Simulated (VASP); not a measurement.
```yaml
crystal:
  lattice:
    - [4.14552, 0.00000, 0.00000]
    - [0.00000, 4.14552, 0.00000]
    - [0.00000, 0.00000, 4.14552]
  atoms:
    - { symbol: Cs, position: [0.00000, 0.00000, 0.00000] }
    - { symbol: Br, position: [0.50000, 0.50000, 0.50000] }
```

Method: LDA (Ceperley-Alder, Perdew-Zunger), VASP's LDA PAW potentials (set 64) (plane waves; VASP). Settings: 400 eV cut-off, 8×8×8 Γ-centred mesh, Gaussian smearing of 0.010 eV, potentials Cs_sv Br.

**Question.** Give the direction-averaged independent-particle dielectric function (no local fields, no excitons; a broadening of 0.1 eV leaves a tail below the gap, and fine structure carries the noise of the k-mesh).

**Answer.** 
```json
[
 {"ħω (eV)": "0.00", "ε₁": "3.74", "ε₂": "0.00"},
 {"ħω (eV)": "0.40", "ε₁": "3.75", "ε₂": "0.00"},
 {"ħω (eV)": "0.90", "ε₁": "3.78", "ε₂": "0.01"},
 {"ħω (eV)": "1.30", "ε₁": "3.81", "ε₂": "0.01"},
 {"ħω (eV)": "1.80", "ε₁": "3.89", "ε₂": "0.02"},
 {"ħω (eV)": "2.20", "ε₁": "3.97", "ε₂": "0.02"},
 {"ħω (eV)": "2.70", "ε₁": "4.11", "ε₂": "0.03"},
 {"ħω (eV)": "3.10", "ε₁": "4.25", "ε₂": "0.04"},
 {"ħω (eV)": "3.60", "ε₁": "4.52", "ε₂": "0.06"},
 {"ħω (eV)": "4.10", "ε₁": "4.93", "ε₂": "0.11"},
 {"ħω (eV)": "4.50", "ε₁": "5.47", "ε₂": "0.42"},
 {"ħω (eV)": "5.00", "ε₁": "6.09", "ε₂": "1.15"},
 {"ħω (eV)": "5.40", "ε₁": "6.63", "ε₂": "2.35"},
 {"ħω (eV)": "5.90", "ε₁": "6.51", "ε₂": "3.36"},
 {"ħω (eV)": "6.30", "ε₁": "6.57", "ε₂": "6.55"},
 {"ħω (eV)": "6.80", "ε₁": "2.49", "ε₂": "5.12"},
 {"ħω (eV)": "7.30", "ε₁": "2.28", "ε₂": "3.64"},
 {"ħω (eV)": "7.70", "ε₁": "3.01", "ε₂": "4.55"},
 {"ħω (eV)": "8.20", "ε₁": "2.17", "ε₂": "4.70"},
 {"ħω (eV)": "8.60", "ε₁": "1.49", "ε₂": "5.18"},
 {"ħω (eV)": "9.10", "ε₁": "-0.56", "ε₂": "2.76"},
 {"ħω (eV)": "9.50", "ε₁": "0.18", "ε₂": "1.99"},
 {"ħω (eV)": "10.00", "ε₁": "1.05", "ε₂": "1.45"},
 {"ħω (eV)": "10.50", "ε₁": "1.92", "ε₂": "1.49"}
]
```
ε₂ peaks at 6.4 eV (height 7.3), 8.7 eV (height 5.5); ε₁(0) averages 3.74, so the electronic refractive index below the gap tends to √3.74 = 1.93.

The structure comes from a computed database's CsBr entry (Pm-3m); how it stands against other phases isn't given here. It was relaxed first, which changed the volume by -12 %.
